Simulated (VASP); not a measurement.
# CaSe (Fm-3m) in VASP: notebook

The runs below take CaSe through relaxation of cell and atoms, with PBEsol, LDA.

Program: VASP 6.6.1. These are calculated values, not measurements. Logs are shortened: lines on timing, memory, paths and dates and some standing lists are left out, and cuts for length are marked.

### 1 The structure

It takes space group Fm-3m (No. 225, cubic). Conventional cell: a = 5.877 Å, b = 5.877 Å, c = 5.877 Å, α = 90.00°, β = 90.00°, γ = 90.00°. Ca (site symmetry m-3m) is surrounded by 6 Se at 2.94 Å. Se (site symmetry m-3m) is surrounded by 6 Ca at 2.94 Å.

### 2 Relaxation of cell and atoms, PBEsol

INCAR reads:

```
PREC = Accurate
ENCUT = 600
EDIFF = 1E-7
ISMEAR = 0
SIGMA = 0.03
LREAL = False
LASPH = True
NELM = 80
ALGO = Normal
ISIF = 3
LWAVE = False
LCHARG = False
GGA = PS
IBRION = 2
NSW = 90
EDIFFG = -0.005
```

KPOINTS reads:

```
Automatic mesh
0
Gamma
  8 8 8
```

POSCAR reads:

```
CaSe                                    
1.0
   -0.0000000000      2.9384610340      2.9384610340
    2.9384610340     -0.0000000000      2.9384610340
    2.9384610340      2.9384610340      0.0000000000
  Ca              Se            
     1     1
Direct
     0.0000000000000000    0.0000000000000000    0.0000000000000000
     0.5000000000000000    0.5000000000000000    0.5000000000000000
```

Potentials or basis: VASP PAW PBE potentials, release 64 (Ca_sv, Se).

Launch:

```sh
> cat potpaw_PBE.64/Ca_sv/POTCAR potpaw_PBE.64/Se/POTCAR > POTCAR
> mpirun -np 1 vasp_std > vasp.out
```

OUTCAR:

```text
PREC = Accurate
   ENCUT = 600
   EDIFF = 1E-7
   ISMEAR = 0
   LREAL = False
   LASPH = True
   NELM = 80
   ISIF = 3
   GGA = PS
   IBRION = 2
   NSW = 90
   EDIFFG = -0.005

 ion  position               nearest neighbor table
   1  0.000  0.000  0.000-   2 2.94   2 2.94   2 2.94   2 2.94   2 2.94   2 2.94
   2  0.500  0.500  0.500-   1 2.94   1 2.94   1 2.94   1 2.94   1 2.94   1 2.94

  LATTYP: Found a face centered cubic cell.
 ALAT       =     5.8769220680

  Lattice vectors:

 A1 = (   0.0000000000,   2.9384610340,   2.9384610340)
 A2 = (   2.9384610340,   0.0000000000,   2.9384610340)
 A3 = (   2.9384610340,   2.9384610340,   0.0000000000)

Analysis of symmetry for initial positions (statically):
=====================================================================
 Subroutine PRICEL returns:
 Original cell was already a primitive cell.

 Routine SETGRP: Setting up the symmetry group for a
 face centered cubic supercell.

 Subroutine GETGRP returns: Found 48 space group operations
 (whereof 48 operations were pure point group operations)
 out of a pool of 48 trial point group operations.

The static configuration has the point symmetry O_h .

Analysis of symmetry for dynamics (positions and initial velocities):
=====================================================================
 Subroutine PRICEL returns:
 Original cell was already a primitive cell.

 Routine SETGRP: Setting up the symmetry group for a
 face centered cubic supercell.

 Subroutine GETGRP returns: Found 48 space group operations
 (whereof 48 operations were pure point group operations)
 out of a pool of 48 trial point group operations.

The dynamic configuration has the point symmetry O_h .

 Subroutine INISYM returns: Found 48 space group operations
 (whereof 48 operations are pure point group operations),
 and found     1 'primitive' translations

----------------------------------------------------------------------------------------

                                     Primitive cell

  volume of cell :      50.7446

  direct lattice vectors                    reciprocal lattice vectors
     0.000000000  2.938461034  2.938461034    -0.170157097  0.170157097  0.170157097
     2.938461034  0.000000000  2.938461034     0.170157097 -0.170157097  0.170157097
     2.938461034  2.938461034  0.000000000     0.170157097  0.170157097 -0.170157097

  length of vectors
     4.155611447  4.155611447  4.155611447     0.294720738  0.294720738  0.294720738

  position of ions in fractional coordinates (direct lattice)
     0.000000000  0.000000000  0.000000000
     0.500000000  0.500000000  0.500000000

  ion indices of the primitive-cell ions
   primitive index   ion index
                 1           1
                 2           2

----------------------------------------------------------------------------------------

 KPOINTS: Automatic mesh

Automatic generation of k-mesh.
 Grid dimensions read from file:
 generate k-points for:    8    8    8

 Generating k-lattice:

  Cartesian coordinates                     Fractional coordinates (reciprocal lattice)
    -0.021269637  0.021269637  0.021269637     0.125000000  0.000000000  0.000000000
     0.021269637 -0.021269637  0.021269637     0.000000000  0.125000000  0.000000000
     0.021269637  0.021269637 -0.021269637     0.000000000  0.000000000  0.125000000

  Length of vectors
     0.036840092  0.036840092  0.036840092

  Shift w.r.t. Gamma in fractional coordinates (k-lattice)
     0.000000000  0.000000000  0.000000000

 Subroutine IBZKPT returns following result:
 ===========================================

 Found     29 irreducible k-points:

 Following reciprocal coordinates:
            Coordinates               Weight
  0.000000  0.000000  0.000000      1.000000
  0.125000  0.000000  0.000000      8.000000
  0.250000  0.000000  0.000000      8.000000
  0.375000  0.000000  0.000000      8.000000
  0.500000  0.000000  0.000000      4.000000
  0.125000  0.125000  0.000000      6.000000
[... 16 lines left out ...]
  0.500000  0.250000  0.125000     48.000000
 -0.375000  0.250000  0.125000     24.000000
 [... further k-points ...]
   k-points           NKPTS =     29   k-points in BZ     NKDIM =     29   number of bands    NBANDS=     12
   number of dos      NEDOS =    301   number of ions     NIONS =      2
   total plane-waves  NPLWV =  46656
   dimension x,y,z NGX =    36 NGY =   36 NGZ =   36
   dimension x,y,z NGXF=    72 NGYF=   72 NGZF=   72
   ions per type =               1   1
   NGX,Y,Z   is equivalent  to a cutoff of  14.40, 14.40, 14.40 a.u.
   NGXF,Y,Z  is equivalent  to a cutoff of  28.80, 28.80, 28.80 a.u.
 SYSTEM =  unknown system
   PREC   = accura    normal or accurate (medium, high low for compatibility)
   ISTART =      0    job   : 0-new  1-cont  2-samecut
   ICHARG =      2    charge: 1-file 2-atom 10-const
   ISPIN  =      1    spin polarized calculation?
   LNONCOLLINEAR =      F non collinear calculations
   LSORBIT =      F    spin-orbit coupling
   LASPH  =      T    aspherical Exc in radial PAW
   ENCUT  =  600.0 eV  44.10 Ry    6.64 a.u.   8.30  8.30  8.30*2*pi/ulx,y,z
   NELM   =     80;   NELMIN=  2; NELMDL= -5     # of ELM steps
   EDIFF  = 0.1E-06   stopping-criterion for ELM
   LREAL  =      F    real-space projection
   EDIFFG = -.5E-02   stopping-criterion for IOM
   NSW    =     90    number of steps for IOM
   IBRION =      2    ionic relax: 0-MD 1-quasi-New 2-CG
   NFREE  =      1    steps in history (QN), initial steepest desc. (CG)
   ISIF   =      3    stress and relaxation
   ISYM   =      2    0-nonsym 1-usesym 2-fastsym
   POTIM  = 0.5000    time-step for ionic-motion
   TEBEG  =    0.0;   TEEND  =   0.0 temperature during run
   PSTRESS=    0.0 pullay stress
   NELECT =      16.0000    total number of electrons
   NUPDOWN=      -1.0000    fix difference up-down
   EMIN   =  10.00;   EMAX   =-10.00  energy-range for DOS
   EFERMI =   0.00;   METHOD = LEGACY
   ISMEAR =     0;   SIGMA  =   0.03  broadening in eV -4-tet -1-fermi 0-gaus
   EFERMI_NEDOS =   21; number of points for ismear=-14 and -15
   IALGO  =     38    algorithm
   IMIX   =      4    mixing-type and parameters
     AMIX     =   0.40;   BMIX     =  1.00
     AMIX_MAG =   1.60;   BMIX_MAG =  1.00
  volume/ion in A,a.u.               =      25.37       171.22
  Fermi-wavevector in a.u.,A,eV,Ry     =   1.114256  2.105638 16.892530  1.241566
  Thomas-Fermi vector in A             =   2.250849
   LORBIT       =      0    0 simple, 1 ext, 2 COOP (PROOUT), +10 PAW based schemes
   GGA     = PS    functional components
   LHFCALC =     F    Hartree Fock is set to
   AEXX    =    0.0000 exact exchange contribution
   IVDW    =     0    specifies the selected vdW correction
   LEPSILON=     F    determine dielectric tensor
   LRPA    =     F    only Hartree local field effects (RPA)
 conjugate gradient relaxation of ions
 non-spin polarized calculation
 Gauss-broadening in eV      SIGMA  =   0.03
  energy-cutoff  :      600.00
  volume of cell :       50.74
 maximum number of plane-waves:      1719
 NGX is ok and might be reduce to    36
   NGX = 17   NGY = 17   NGZ = 17

 number of electron      16.0000000 magnetization

 Free energy of the ion-electron system (eV)
  ---------------------------------------------------
  ext. energy  EPLUGINS =         0.00000000
  ---------------------------------------------------
  free energy    TOTEN  =       -10.07462950 eV

  energy without entropy =      -10.07462950  energy(sigma->0) =      -10.07462950

 E-fermi :   2.6946     XC(G=0):  -9.4103

 val. band max:        2.4788848153   @ k =   0.0000   0.0000   0.0000
 cond. band min:       4.3562278879   @ k =   0.5000   0.5000   0.0000
 fundamental gap:      1.8773430726
 Fermi energy:         2.6946305585

 k-point     1 :       0.0000    0.0000    0.0000
  band No.  band energies     occupation
      1     -37.0032      2.00000
      2     -18.0820      2.00000
      3     -18.0820      2.00000
      4     -18.0820      2.00000
      5      -9.4151      2.00000
      6       2.4789      2.00000
      7       2.4789      2.00000
      8       2.4789      2.00000
      9       5.7662      0.00000
     10       6.1177      0.00000
     11       6.1177      0.00000
     12       6.1177      0.00000

 k-point     2 :       0.1250    0.0000    0.0000
  band No.  band energies     occupation
      1     -37.0021      2.00000
      2     -18.1018      2.00000
      3     -18.0833      2.00000
      4     -18.0833      2.00000
      5      -9.3159      2.00000
      6       1.6739      2.00000
      7       2.2241      2.00000
      8       2.2241      2.00000
      9       6.0181      0.00000
     10       6.3394      0.00000
     11       6.3394      0.00000
     12       6.7762      0.00000

 k-point     3 :       0.2500    0.0000    0.0000
  band No.  band energies     occupation
      1     -36.9993      2.00000
      2     -18.1486      2.00000
      3     -18.0864      2.00000
      4     -18.0864      2.00000
      5      -9.0639      2.00000
      6       0.3917      2.00000
      7       1.7401      2.00000
      8       1.7401      2.00000
      9       6.1207      0.00000
     10       6.8791      0.00000
     11       6.8791      0.00000
     12       8.2056      0.00000

 k-point     4 :       0.3750    0.0000    0.0000
  band No.  band energies     occupation
      1     -36.9965      2.00000
      2     -18.1944      2.00000
      3     -18.0894      2.00000
      4     -18.0894      2.00000
      5      -8.7897      2.00000
      6      -0.5752      2.00000
      7       1.3605      2.00000
      8       1.3605      2.00000
      9       6.4891      0.00000
     10       7.5898      0.00000
     11       7.5898      0.00000
     12       8.4789      0.00000

 k-point     5 :       0.5000    0.0000    0.0000
  band No.  band energies     occupation
      1     -36.9954      2.00000
      2     -18.2131      2.00000
      3     -18.0907      2.00000
      4     -18.0907      2.00000
      5      -8.6680      2.00000
      6      -0.9340      2.00000
      7       1.2226      2.00000
      8       1.2226      2.00000
      9       6.8891      0.00000
     10       7.9783      0.00000
     11       8.0134      0.00000
     12       8.0134      0.00000
[... 228 lines left out ...]
      1     -36.9928      2.00000
      2     -18.1757      2.00000
      3     -18.1195      2.00000
      4     -18.1195      2.00000
      5      -8.8067      2.00000
      6      -0.1311      2.00000
      7       1.5131      2.00000
      8       1.5131      2.00000
      9       4.3562      0.00000
     10       7.5001      0.00000
     11       7.5452      0.00000
     12       8.5850      0.00000

 k-point    22 :       0.3750    0.2500    0.1250
  band No.  band energies     occupation
      1     -36.9972      2.00000
      2     -18.1554      2.00000
      3     -18.1075      2.00000
      4     -18.0920      2.00000
      5      -8.9375      2.00000
      6       0.0694      2.00000
      7       1.4731      2.00000
      8       1.5313      2.00000
      9       5.8109      0.00000
     10       7.1535      0.00000
     11       7.6517      0.00000
     12       7.6665      0.00000

 k-point    23 :       0.5000    0.2500    0.1250
  band No.  band energies     occupation
      1     -36.9950      2.00000
      2     -18.1783      2.00000
      3     -18.1172      2.00000
      4     -18.0974      2.00000
      5      -8.7626      2.00000
      6      -0.3172      2.00000
      7       0.9778      2.00000
      8       1.2794      2.00000
      9       6.2993      0.00000
     10       7.6984      0.00000
     11       8.0029      0.00000
     12       8.1813      0.00000

 k-point    24 :      -0.3750    0.2500    0.1250
  band No.  band energies     occupation
      1     -36.9941      2.00000
      2     -18.1883      2.00000
      3     -18.1192      2.00000
      4     -18.1011      2.00000
      5      -8.6875      2.00000
      6      -0.4636      2.00000
      7       0.7785      2.00000
      8       1.1862      2.00000
      9       6.9069      0.00000
     10       7.2085      0.00000
     11       8.2399      0.00000
     12       8.5242      0.00000

 [... further k-points ...]

------------------------ aborting loop because EDIFF is reached ----------------------------------------

  FORCE on cell =-STRESS in cart. coord.  units (eV):
  Direction    XX          YY          ZZ          XY          YZ          ZX
  --------------------------------------------------------------------------------------
  -------------------------------------------------------------------------------------
  Total       -0.0005925     -0.0005925     -0.0005925      0.0000000      0.0000000      0.0000000
  in kB       -0.0187079     -0.0187079     -0.0187079      0.0000000      0.0000000      0.0000000
  external PRESSURE =      -0.0187079 kB  Pullay stress =       0.0000000 kB

 VOLUME and BASIS-vectors are now :
 -----------------------------------------------------------------------------
  energy-cutoff  :      600.00
  volume of cell :       50.74
      direct lattice vectors                 reciprocal lattice vectors
     0.000000000  2.938461034  2.938461034    -0.170157097  0.170157097  0.170157097
     2.938461034  0.000000000  2.938461034     0.170157097 -0.170157097  0.170157097
     2.938461034  2.938461034  0.000000000     0.170157097  0.170157097 -0.170157097

 POSITION                                       TOTAL-FORCE (eV/Angst)
 -----------------------------------------------------------------------------------
      0.00000      0.00000      0.00000        -0.000000      0.000000     -0.000000
      2.93846      2.93846      2.93846         0.000000     -0.000000      0.000000
 -----------------------------------------------------------------------------------
    total drift:                                0.000000      0.000000      0.000000

  FREE ENERGIE OF THE ION-ELECTRON SYSTEM (eV)
  ---------------------------------------------------
  free  energy   TOTEN  =       -10.0746295006 eV

  energy  without entropy=      -10.0746295006  energy(sigma->0) =      -10.07462950

 reached required accuracy - stopping structural energy minimisation
```

It took 14 s on 1 thread of Intel Xeon 6975P-C (Granite Rapids), shared host; peak memory 0.2 GiB.

Results:

| Property | Result |
| --- | --- |
| Free energy | -10.0746 eV |
| Pressure after relaxing | 0.0 GPa |
| Band gap on the k mesh | 1.88 eV, indirect (least direct gap 2.84 eV) |

Final structure:
```cif
data_structure
_symmetry_space_group_name_H-M 'P 1'
_symmetry_Int_Tables_number 1
_cell_length_a 4.1556
_cell_length_b 4.1556
_cell_length_c 4.1556
_cell_angle_alpha 60.000
_cell_angle_beta 60.000
_cell_angle_gamma 60.000
_cell_volume 50.74
loop_
_atom_site_label
_atom_site_type_symbol
_atom_site_fract_x
_atom_site_fract_y
_atom_site_fract_z
_atom_site_occupancy
Ca1 Ca 0.00000 0.00000 0.00000 1
Se1 Se 0.50000 0.50000 0.50000 1
```

Caveat: the relaxation stopped at its first step, so nothing moved; the PAW data sets were made with another functional, which shifts forces and pressure a little. As with any semilocal functional, this PBEsol gap is likely too small.

### 3 Relaxation of cell and atoms, LDA

This run uses another cell than the first one, of 25.83 Å³/atom, 1.018 times its volume.

INCAR reads:

```
PREC = Accurate
ENCUT = 600
EDIFF = 1E-6
ISMEAR = 0
SIGMA = 0.03
LREAL = F
LASPH = T
NELM = 80
ALGO = Normal
ISIF = 3
LWAVE = F
LCHARG = F
IBRION = 2
NSW = 90
EDIFFG = -0.01
```

KPOINTS is that of step 2.

POSCAR reads:

```
CaSe
1.0
    0.0000000000      2.9560000000      2.9560000000
    2.9560000000      0.0000000000      2.9560000000
    2.9560000000      2.9560000000      0.0000000000
Ca Se
1 1
Direct
    0.0000000000      0.0000000000      0.0000000000
    0.5000000000      0.5000000000      0.5000000000
```

Potentials or basis: VASP PAW LDA potentials, release 64 (Ca_sv, Se).

Launch:

```sh
> cat potpaw_LDA.64/Ca_sv/POTCAR potpaw_LDA.64/Se/POTCAR > POTCAR
> mpirun -np 1 vasp_std > vasp.out
```

Wall time 32 s (1 thread of Intel Xeon 6975P-C (Granite Rapids), shared host); peak memory 0.18 GiB.

The run converged. Its results:

```
Free energy                            : -10.5842 eV
Relaxed volume                         : 24.40 Å³/atom
Relaxed cell                           : a = 4.102 Å, b = 4.102 Å, c = 4.102 Å, α = 60.00°, β = 60.00°, γ = 60.00°
Space group after relaxing (to 0.05 Å) : Fm-3m (No. 225)
Energy gained by relaxing              : 13.4 meV/atom
Ionic steps                            : 3
Pressure after relaxing                : 0.0 GPa
Band gap on the k mesh                 : 1.71 eV, indirect (least direct gap 2.71 eV)
```

Step by step:
| step | energy change (eV) | largest force (eV/Å) | pressure (GPa) | volume (Å³) |
| --- | --- | --- | --- | --- |
| 1 | 0.0000 | 0.0000 | -2.88 | 51.66 |
| 2 | -0.0258 | 0.0000 | 0.66 | 48.26 |
| 3 | -0.0269 | 0.0000 | 0.00 | 48.81 |

Final structure:
```xyz
2
Lattice="0.0000 2.9006 2.9006 2.9006 0.0000 2.9006 2.9006 2.9006 0.0000" Properties=species:S:1:pos:R:3 pbc="T T T"
Ca    0.0000    0.0000    0.0000
Se    2.9006    2.9006    2.9006
```

Levels at points of the mesh, in eV from the valence-band top:
```
           k point  band 5  band 6  band 7  band 8  band 9  band 10  band 11  band 12
(0.00, 0.00, 0.00)  -12.05    0.00    0.00    0.00    3.43     3.51     3.51     3.51
(0.50, 0.00, 0.00)  -11.22   -3.57   -1.36   -1.36    4.47     5.48     5.49     5.49
(0.50, 0.50, 0.00)  -11.40   -2.69   -1.00   -1.00    1.71     5.02     5.10     6.08
```

A k mesh can miss the band edges. Zero-point motion and thermal expansion aren't in these numbers.

### 4 Relaxation of cell and atoms, LDA

This run uses another cell than the first one, of 24.40 Å³/atom, 0.962 times its volume.

INCAR, as its differences from that of step 3:

```diff
@@ -2,3 +2,3 @@
 ENCUT = 600
-EDIFF = 1E-6
+EDIFF = 1E-7
 ISMEAR = 0
@@ -14,2 +14,2 @@
 NSW = 90
-EDIFFG = -0.01
+EDIFFG = -0.005
```

KPOINTS is that of step 3.

POSCAR reads:

```
CaSe                                    
1.0
    0.0000000000      2.9005977951      2.9005977951
    2.9005977951      0.0000000000      2.9005977951
    2.9005977951      2.9005977951      0.0000000000
  Ca              Se            
     1     1
Direct
     0.0000000000000000    0.0000000000000000    0.0000000000000000
     0.5000000000000000    0.5000000000000000    0.5000000000000000
```

Launch:

```sh
> cat potpaw_LDA.64/Ca_sv/POTCAR potpaw_LDA.64/Se/POTCAR > POTCAR
> mpirun -np 1 vasp_std > vasp.out
```

Wall time 13 s (1 thread of Intel Xeon 6975P-C (Granite Rapids), shared host); peak memory 0.17 GiB.

It converged, with:

- Free energy: -10.5840 eV
- Pressure after relaxing: 0.0 GPa
- Band gap on the k mesh: 1.71 eV, indirect (least direct gap 2.71 eV)

Final structure:
```
CELL_PARAMETERS angstrom
0.00000 2.90060 2.90060
2.90060 0.00000 2.90060
2.90060 2.90060 0.00000
ATOMIC_POSITIONS crystal
Ca 0.00000 0.00000 0.00000
Se 0.50000 0.50000 0.50000
```

Levels at points of the mesh, in eV from the valence-band top:
| k point | band 4 | band 5 | band 6 | band 7 | band 8 | band 9 | band 10 | band 11 | band 12 |
| --- | --- | --- | --- | --- | --- | --- | --- | --- | --- |
| (0.00, 0.00, 0.00) | -20.41 | -12.05 | 0.00 | 0.00 | 0.00 | 3.43 | 3.51 | 3.51 | 3.51 |
| (0.50, 0.00, 0.00) | -20.42 | -11.22 | -3.57 | -1.36 | -1.36 | 4.47 | 5.48 | 5.49 | 5.49 |
| (0.50, 0.50, 0.00) | -20.46 | -11.40 | -2.69 | -1.00 | -1.00 | 1.71 | 5.02 | 5.10 | 6.08 |

Caveat: the relaxation stopped at its first step, so nothing moved. A k mesh can miss the band edges.
